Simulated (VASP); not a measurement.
# Hf (P6_3/mmc) in VASP: notebook

Runs on Hf. Level: LDA. Tasks: relaxation of cell and atoms.

All numbers are computed with VASP 6.6.1; they aren't measurements. Logs are shortened: lines on timing, memory, paths and dates and some standing lists are left out, and cuts for length are marked.

## (1) The crystal as given

The structure is hexagonal, space group P6_3/mmc (No. 194). The conventional cell has a = 3.197 Å, b = 3.197 Å, c = 5.058 Å, α = 90.00°, β = 90.00°, γ = 120.00°. Hf (site symmetry -6m2) is surrounded by 12 Hf at 3.13 to 3.20 Å.

## (2) Relaxation of cell and atoms, LDA, target pressure 50 GPa, at which the enthalpy is minimised

The input, INCAR:

```
PREC     = Accurate       # precision mode
ENCUT    = 350            # plane-wave cutoff, eV
EDIFF    = 1E-7           # SCF threshold, eV
ISMEAR   = 0              # smearing method
SIGMA    = 0.1            # smearing width, eV
LREAL    = F              # projectors in reciprocal space
LASPH    = T              # aspherical terms in the spheres
NELM     = 80             # most SCF steps
ALGO     = Normal         # electronic algorithm
ISIF     = 3              # what is computed and relaxed
LWAVE    = F              # write WAVECAR
LCHARG   = F              # write CHGCAR
IBRION   = 2              # ionic algorithm
NSW      = 80             # ionic steps
EDIFFG   = -0.002         # ionic threshold
PSTRESS  = 500.0
```

The input, KPOINTS:

```
regular mesh
0
Gamma
  9 9 4
```

The input, POSCAR:

```
Hf
1.0
    3.1967000000      0.0000000000      0.0000000000
   -1.5983500000      2.7684234100      0.0000000000
    0.0000000000      0.0000000000      5.0578000000
Hf
2
Direct
    0.3333333300      0.6666666700      0.2500000000
    0.6666666700      0.3333333300      0.7500000000
```

Potentials or basis: VASP PAW LDA potentials, release 64 (Hf_pv).

The run is started by

```bash
$ cat potpaw_LDA.64/Hf_pv/POTCAR > POTCAR
$ mpirun -np 1 vasp_std > vasp.out
```

OUTCAR:

```text
PREC = Accurate
   ENCUT = 350
   EDIFF = 1E-7
   ISMEAR = 0
   LREAL = F
   LASPH = T
   NELM = 80
   ISIF = 3
   IBRION = 2
   NSW = 80
   EDIFFG = -0.002
   PSTRESS = 500.0

 ion  position               nearest neighbor table
   1  0.333  0.667  0.250-   2 3.13   2 3.13   2 3.13   2 3.13   2 3.13   2 3.13
   2  0.667  0.333  0.750-   1 3.13   1 3.13   1 3.13   1 3.13   1 3.13   1 3.13

  LATTYP: Found a hexagonal cell.
 ALAT       =     3.1967000000
 C/A-ratio  =     1.5821941377

  Lattice vectors:

 A1 = (   3.1967000000,   0.0000000000,   0.0000000000)
 A2 = (  -1.5983500000,   2.7684234100,   0.0000000000)
 A3 = (   0.0000000000,   0.0000000000,   5.0578000000)

Analysis of symmetry for initial positions (statically):
=====================================================================
 Subroutine PRICEL returns:
 Original cell was already a primitive cell.

 Routine SETGRP: Setting up the symmetry group for a
 hexagonal supercell.

 Subroutine GETGRP returns: Found 24 space group operations
 (whereof 12 operations were pure point group operations)
 out of a pool of 24 trial point group operations.

The static configuration has the point symmetry D_3d.
 The point group associated with its full space group is D_6h.

Analysis of symmetry for dynamics (positions and initial velocities):
=====================================================================
 Subroutine PRICEL returns:
 Original cell was already a primitive cell.

 Routine SETGRP: Setting up the symmetry group for a
 hexagonal supercell.

 Subroutine GETGRP returns: Found 24 space group operations
 (whereof 12 operations were pure point group operations)
 out of a pool of 24 trial point group operations.

The dynamic configuration has the point symmetry D_3d.
 The point group associated with its full space group is D_6h.

 Subroutine INISYM returns: Found 24 space group operations
 (whereof 12 operations are pure point group operations),
 and found     1 'primitive' translations

----------------------------------------------------------------------------------------

                                     Primitive cell

  volume of cell :      44.7606

  direct lattice vectors                    reciprocal lattice vectors
     3.196700000  0.000000000  0.000000000     0.312822598  0.180608211  0.000000000
    -1.598350000  2.768423410  0.000000000     0.000000000  0.361216422  0.000000000
     0.000000000  0.000000000  5.057800000     0.000000000  0.000000000  0.197714421

  length of vectors
     3.196700000  3.196700001  5.057800000     0.361216423  0.361216422  0.197714421

  position of ions in fractional coordinates (direct lattice)
     0.333333330  0.666666670  0.250000000
     0.666666670  0.333333330  0.750000000

  ion indices of the primitive-cell ions
   primitive index   ion index
                 1           1
                 2           2

----------------------------------------------------------------------------------------

 KPOINTS: regular mesh

Automatic generation of k-mesh.
 Grid dimensions read from file:
 generate k-points for:    9    9    4

 Generating k-lattice:

  Cartesian coordinates                     Fractional coordinates (reciprocal lattice)
     0.034758066  0.020067579  0.000000000     0.111111111 -0.000000000  0.000000000
     0.000000000  0.040135158  0.000000000     0.000000000  0.111111111  0.000000000
     0.000000000  0.000000000  0.049428605     0.000000000  0.000000000  0.250000000

  Length of vectors
     0.040135158  0.040135158  0.049428605

  Shift w.r.t. Gamma in fractional coordinates (k-lattice)
     0.000000000  0.000000000  0.000000000

 Subroutine IBZKPT returns following result:
 ===========================================

 Found     36 irreducible k-points:

 Following reciprocal coordinates:
            Coordinates               Weight
  0.000000  0.000000  0.000000      1.000000
  0.111111  0.000000  0.000000      6.000000
  0.222222  0.000000  0.000000      6.000000
  0.333333  0.000000  0.000000      6.000000
  0.444444  0.000000  0.000000      6.000000
  0.111111  0.111111  0.000000      6.000000
[... 16 lines left out ...]
  0.333333  0.222222  0.250000     24.000000
  0.333333  0.333333  0.250000      4.000000
 [... further k-points ...]
   k-points           NKPTS =     36   k-points in BZ     NKDIM =     36   number of bands    NBANDS=     14
   number of dos      NEDOS =    301   number of ions     NIONS =      2
   total plane-waves  NPLWV =  12800
   dimension x,y,z NGX =    20 NGY =   20 NGZ =   32
   dimension x,y,z NGXF=    40 NGYF=   40 NGZF=   64
   ions per type =               2
   NGX,Y,Z   is equivalent  to a cutoff of  10.40, 10.40, 10.52 a.u.
   NGXF,Y,Z  is equivalent  to a cutoff of  20.80, 20.80, 21.04 a.u.
 SYSTEM =  unknown system
   PREC   = accura    normal or accurate (medium, high low for compatibility)
   ISTART =      0    job   : 0-new  1-cont  2-samecut
   ICHARG =      2    charge: 1-file 2-atom 10-const
   ISPIN  =      1    spin polarized calculation?
   LNONCOLLINEAR =      F non collinear calculations
   LSORBIT =      F    spin-orbit coupling
   LASPH  =      T    aspherical Exc in radial PAW
   ENCUT  =  350.0 eV  25.72 Ry    5.07 a.u.   4.88  4.88  7.72*2*pi/ulx,y,z
   NELM   =     80;   NELMIN=  2; NELMDL= -5     # of ELM steps
   EDIFF  = 0.1E-06   stopping-criterion for ELM
   LREAL  =      F    real-space projection
   EDIFFG = -.2E-02   stopping-criterion for IOM
   NSW    =     80    number of steps for IOM
   IBRION =      2    ionic relax: 0-MD 1-quasi-New 2-CG
   NFREE  =      1    steps in history (QN), initial steepest desc. (CG)
   ISIF   =      3    stress and relaxation
   ISYM   =      2    0-nonsym 1-usesym 2-fastsym
   POTIM  = 0.5000    time-step for ionic-motion
   TEBEG  =    0.0;   TEEND  =   0.0 temperature during run
   PSTRESS=  500.0 pullay stress
   NELECT =      20.0000    total number of electrons
   NUPDOWN=      -1.0000    fix difference up-down
   EMIN   =  10.00;   EMAX   =-10.00  energy-range for DOS
   EFERMI =   0.00;   METHOD = LEGACY
   ISMEAR =     0;   SIGMA  =   0.10  broadening in eV -4-tet -1-fermi 0-gaus
   EFERMI_NEDOS =   21; number of points for ismear=-14 and -15
   IALGO  =     38    algorithm
   IMIX   =      4    mixing-type and parameters
     AMIX     =   0.40;   BMIX     =  1.00
     AMIX_MAG =   1.60;   BMIX_MAG =  1.00
  volume/ion in A,a.u.               =      22.38       151.03
  Fermi-wavevector in a.u.,A,eV,Ry     =   1.251563  2.365112 21.312311  1.566411
  Thomas-Fermi vector in A             =   2.385505
   LORBIT       =      0    0 simple, 1 ext, 2 COOP (PROOUT), +10 PAW based schemes
   GGA     = CA    functional components
   LHFCALC =     F    Hartree Fock is set to
   AEXX    =    0.0000 exact exchange contribution
   IVDW    =     0    specifies the selected vdW correction
   LEPSILON=     F    determine dielectric tensor
   LRPA    =     F    only Hartree local field effects (RPA)
 conjugate gradient relaxation of ions
 non-spin polarized calculation
 Gauss-broadening in eV      SIGMA  =   0.10
  energy-cutoff  :      350.00
  volume of cell :       44.76
 maximum number of plane-waves:       699
 NGX is ok and might be reduce to    20
   NGX =  9   NGY =  9   NGZ = 15

--------------------------------------- Ionic step        1  -------------------------------------------

 number of electron      19.9999997 magnetization

 Free energy of the ion-electron system (eV)
  ---------------------------------------------------
  ext. energy  EPLUGINS =         0.00000000
  ---------------------------------------------------
  free energy    TOTEN  =       -21.32881925 eV

  energy without entropy =      -21.32359114  energy(sigma->0) =      -21.32620519

------------------------ aborting loop because EDIFF is reached ----------------------------------------

  FORCE on cell =-STRESS in cart. coord.  units (eV):
  Direction    XX          YY          ZZ          XY          YZ          ZX
  --------------------------------------------------------------------------------------
  -------------------------------------------------------------------------------------
  Total       -2.1534083     -2.1534083     -2.3797290     -0.0000000      0.0000000      0.0000000
  in kB      -77.0798592    -77.0798593    -85.1808650     -0.0000000      0.0000000      0.0000000
  external PRESSURE =    -579.7801945 kB  Pullay stress =     500.0000000 kB
[... 25 lines left out ...]
--------------------------------------- Ionic step        2  -------------------------------------------

 number of electron      20.0000001 magnetization

 E-fermi :  23.4227     XC(G=0): -20.0603

 val. band max:       23.0881053732   @ k =   0.3333   0.0000   0.2500
 cond. band min:      23.4531813817   @ k =   0.2222   0.0000   0.2500
 fundamental gap:      0.3650760085
 Fermi energy:        23.4227245763

 k-point     1 :       0.0000    0.0000    0.0000
  band No.  band energies     occupation
      1     -26.5954      2.00000
      2      -4.4312      2.00000
      3      -4.4312      2.00000
      4      -0.3734      2.00000
      5      -0.3734      2.00000
      6       1.6469      2.00000
      7      11.0681      2.00000
      8      20.2464      2.00000
      9      20.2464      2.00000
     10      21.6310      2.00000
     11      25.1631      0.00000
     12      25.1631      0.00000
     13      27.6520      0.00000
     14      27.6520      0.00000
[... 462 lines left out ...]
  energy  without entropy=      -21.3933370573  energy(sigma->0) =      -21.39682195

  enthalpy is  TOTEN    =        -8.7316834597 eV   P V=       12.6686233811

[... ionic steps 4 to 13 ...]

--------------------------------------- Ionic step       14  -------------------------------------------

 number of electron      20.0000001 magnetization

------------------------ aborting loop because EDIFF is reached ----------------------------------------
[... 71 lines left out ...]
--------------------------------------- Ionic step       16  -------------------------------------------

 number of electron      20.0000001 magnetization

 Free energy of the ion-electron system (eV)
  ---------------------------------------------------
  ext. energy  EPLUGINS =         0.00000000
  ---------------------------------------------------
  free energy    TOTEN  =       -20.13635350 eV

  energy without entropy =      -20.12174423  energy(sigma->0) =      -20.12904887

 E-fermi :   7.5178     XC(G=0): -13.0998

 val. band max:        7.5147696689   @ k =   0.1111   0.0000   0.0000
 cond. band min:       7.5325140564   @ k =   0.2222   0.1111   0.2500
 fundamental gap:      0.0177443874
 Fermi energy:         7.5177516562

 k-point     1 :       0.0000    0.0000    0.0000
  band No.  band energies     occupation
      1     -23.7373      2.00000
      2     -21.6245      2.00000
      3     -21.6245      2.00000
      4     -21.3753      2.00000
      5     -21.3316      2.00000
      6     -21.3316      2.00000
      7      -0.7823      2.00000
      8       2.5498      2.00000
      9       8.4746      0.00000
     10       8.6262      0.00000
     11       8.6262      0.00000
     12       9.7508      0.00000
     13       9.7508      0.00000
     14       9.7909      0.00000
[... 424 lines left out ...]
  energy  without entropy=      -20.1217442303  energy(sigma->0) =      -20.12904887

  enthalpy is  TOTEN    =       -10.1717942203 eV   P V=        9.9645592807

 reached required accuracy - stopping structural energy minimisation
```

It took 50 s on 1 thread of Intel Xeon 6975P-C (Granite Rapids), shared host; peak memory 0.14 GiB.

Results:

```yaml
Free_energy: -20.1364 eV
Relaxed_volume: 15.96 Å³/atom
Relaxed_cell: a = 2.823 Å, b = 2.823 Å, c = 4.627 Å, α = 90.00°, β = 90.00°, γ = 120.00°
Space_group_after_relaxing_to_0.05_Å: P6_3/mmc (No. 194)
Energy_change_on_relaxing_the_enthalpy_is_what_falls: +596.2 meV/atom
Ionic_steps: 16
Pressure_after_relaxing: 50.0 GPa
Band_gap_on_the_k_mesh: none (metal or under the smearing width)
```

Step by step:
```tsv
step	energy change (eV)	largest force (eV/Å)	pressure (GPa)	volume (Å³)
1	0.0000	0.0000	-7.98	44.76
2	75.5600	0.0000	2918.71	10.12
3	-0.0715	0.0000	3.31	40.59
4	0.0691	0.0000	13.87	37.89
5	1.2791	0.0000	52.63	31.71
6	1.1711	0.0000	49.88	32.05
7	1.1716	0.0000	49.65	32.01
8	1.1806	0.0000	49.66	31.97
9	1.1794	0.0000	49.65	31.97
10	1.1800	0.0000	49.66	31.97
11	1.2296	0.0000	51.04	31.81
12	1.1920	0.0000	49.99	31.93
13	1.1923	0.0000	49.99	31.93
14	1.2109	0.0000	50.51	31.87
15	1.1926	0.0000	50.01	31.93
16	1.1925	0.0000	50.01	31.93
```

Final structure:
```yaml
crystal:
  lattice:
    - [2.82295, 0.00000, 0.00000]
    - [-1.41148, 2.44475, 0.00000]
    - [0.00000, 0.00000, 4.62659]
  atoms:
    - { symbol: Hf, position: [0.33333, 0.66667, 0.25000] }
    - { symbol: Hf, position: [0.66667, 0.33333, 0.75000] }
```

Caveat: the cell is relaxed towards a set pressure, so the enthalpy falls and the energy may rise; the volume moved by over 15 % at a fixed basis, so the end points are rough.

(Continued in part 2 of 2.)
